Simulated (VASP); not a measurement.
The system is In.

```
In
1.0
    -1.66584    1.66584    2.48335
     1.66584   -1.66584    2.48335
     1.66584    1.66584   -2.48335
In
1
Direct
  0.00000 0.00000 0.00000
```

Base run:

```yaml
Program: VASP 6.6.1
Functional: PBEsol
Potentials_or_basis: VASP PAW PBE potentials, release 64 (In_d)
Cutoff: 600 eV
k_mesh: 19 × 19 × 19
Occupations: methfessel-paxton, width 0.1 eV
Spin: no spin polarisation
```

Its results: band gap on the k mesh none (metal or under the smearing width); pressure -2.7 GPa.

Q: After a change of settings the same cell gave: band gap on the k mesh none (metal or under the smearing width); pressure -1.7 GPa. Which change was it?
A. cutoff from 600 eV to 450 eV
B. functional from PBEsol to LDA; potentials or basis from VASP PAW PBE potentials, release 64 (In_d) to VASP PAW LDA potentials, release 64 (In_d); cutoff from 600 eV to 450 eV
C. functional from PBEsol to r2SCAN; cutoff from 600 eV to 450 eV

A: C.

Caveats: the PAW data sets were made with another functional, which shifts forces and pressure a little.

Runs at the PBE level aren't shown here.
